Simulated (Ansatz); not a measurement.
# Rh: a line through a two-coordinate scan

One table from this session's results is given with a row withheld; the runs are named, their logs left out.

This is Rh in the hcp structure; at room conditions it is fcc.

Computed with Ansatz 0.2.0 (DFT PBE, scalar-relativistic, plane waves, PAW, unless a step's input says otherwise).

31 further runs of the same task are left out: 31 set aside as unsound or not needed. Runs told in other sessions of the task aren't counted.

## Starting point

It takes space group P6_3/mmc (No. 194, hexagonal). The conventional cell has a = 2.725 Å, b = 2.725 Å, c = 4.385 Å, α = 90.00°, β = 90.00°, γ = 120.00°. Around Rh (site symmetry -6m2) lie 12 Rh at 2.70 to 2.72 Å.

Structure file:

```cif
data_structure
_symmetry_space_group_name_H-M 'P 1'
_symmetry_Int_Tables_number 1
_cell_length_a 2.7249
_cell_length_b 2.7249
_cell_length_c 4.3851
_cell_angle_alpha 90.000
_cell_angle_beta 90.000
_cell_angle_gamma 120.000
_cell_volume 28.20
loop_
_atom_site_label
_atom_site_type_symbol
_atom_site_fract_x
_atom_site_fract_y
_atom_site_fract_z
_atom_site_occupancy
Rh1 Rh 0.66667 0.33333 0.75000 1
Rh2 Rh 0.33333 0.66667 0.25000 1
```

It goes back to an entry of the Materials Project, which need not be the stable form.

It is the result of an earlier relaxation at this level (volume 14.10 Å³/atom; gap on the mesh: none (metal)).

## The scan

The energy is mapped over volume and a fixed ferromagnetic moment.

- volume per atom: 7 values from 11.56 to 16.64 Å³
- total spin moment of the cell, held fixed: 9 values from 0.00 to 2.00 μB

Nothing else is relaxed (shape and fractional coordinates fixed). Points are written as (first, second).

The first run:

Input file input.yaml:

```yaml
crystal:
  lattice:
    - [2.5504655491, 0.0, 0.0]
    - [-1.2752327746, 2.208767957, 0.0]
    - [0.0, 0.0, 4.1044582456]
  atoms:
    - { symbol: Rh, position: [0.6666666667, 0.3333333333, 0.75], spin: 0.875 }
    - { symbol: Rh, position: [0.3333333333, 0.6666666667, 0.25], spin: 0.875 }
basis:
  ecutwfc: 420
kpoints:
  mp_grid: { grid: [21, 21, 12] }
hamiltonian:
  xc: pbe
  pseudopotentials: { kind: paw, azcp: { folder: soft_1 } }
scf:
  occupations: { method: gaussian, width: 0.15 }
  lower_state_search: "off"
output:
  forces: true
  stress: true
  eigenvalues: true
  populations: true
magnetization:
  spin_polarized: true
  initial_magnetization: 1.75
  spin_locking: { lock_magnetization: hard }
```

On the command line:

```sh
ansatz run input.yaml --threads 2 --pin off --max-ram 4096MiB --backend cpu --events-out ev --progress --plain --runs-dir out
```

Among the steps run: Point (11.56 Å³, 1.75 μB); Grid point (12.41 Å³, 1.75 μB); Grid point (13.25 Å³, 1.75 μB); Grid point (14.10 Å³, 1.75 μB); Point (14.94 Å³, 1.75 μB); The run at (15.79 Å³, 1.75 μB); Grid point (16.64 Å³, 1.75 μB).

One of the session's tables, all rows but one given; the rest of the session is left out.

```
volume per atom (Å³)  energy (meV/atom)  pressure (GPa)  absolute magnetic moment (μB per cell)
               11.56                637              91                                   1.758
               12.41                  ?               ?                                       ?
               13.25                 72              24                                   1.771
               14.10                  0               5                                   1.780
               14.94                 13              −9                                   1.790
               15.79                 85             −18                                   1.802
               16.64                198             −24                                   1.814
```

Estimate the missing values for volume per atom (Å³) = 12.41.

Worked estimate for «energy (meV/atom)». A straight line through the neighbours (11.56, 637) and (13.25, 72) gives 637 + (72 − 637) × (12.41 − 11.56) / (13.25 − 11.56) = 353; a parabola fitted to 3 rows on both sides gives 283.

The run gave: energy (meV/atom): 267; pressure (GPa): 52; absolute magnetic moment (μB per cell): 1.764. In «energy (meV/atom)» the line misses by +86 and the parabola by +16.

Energies count from the lowest point of the line.

A parabola through the lowest point and its two neighbours puts the minimum at 14.391 Å³, with a curvature of about 120 meV/atom per (Å³)². The highest point computed, at 11.56 Å³, lies 637 meV/atom above the lowest.

Caveats from the session: Warnings in the runs' records: stress scf threshold loose.
